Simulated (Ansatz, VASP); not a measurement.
**One calculation of Pt, two programs**

```xyz
1
Lattice="0.0000 1.9599 1.9599 1.9599 0.0000 1.9599 1.9599 1.9599 0.0000" Properties=species:S:1:pos:R:3 pbc="T T T"
Pt    0.0000    0.0000    0.0000
```

Alike in both runs: functional PBEsol; k mesh 24 × 24 × 24; occupations fermi-dirac, width 0.1 eV; no spin polarisation.

Ansatz relaxed the structure, and its values are those at the end. VASP's run is a single point on that final structure, the one shown.

|  | VASP | Ansatz |
| --- | --- | --- |
| version | VASP 6.6.1 | Ansatz 0.2.0 |
| potentials or method | VASP PAW PBE potentials, release 64 (Pt) | PAW with Ansatz's default frozen-core files, scalar-relativistic |
| plane-wave cutoff (eV) | 520 | 420 |
| valence electrons in the cell | 10 | 18 |

Ansatz gave:

| Item | Value |
| --- | --- |
| pressure (GPa) | 0.0 |

Task: What did VASP give for the same quantities?

Result: Pressure (GPa): -0.4.

With one functional, cell and mesh, what is left measures potentials, basis and numerics. The two sets of potentials don't hold the same shells in valence.

Caveats: the PAW data sets were made with another functional, which shifts forces and pressure a little (VASP). The runs have no spin-orbit coupling, so splittings on Pt are missing.
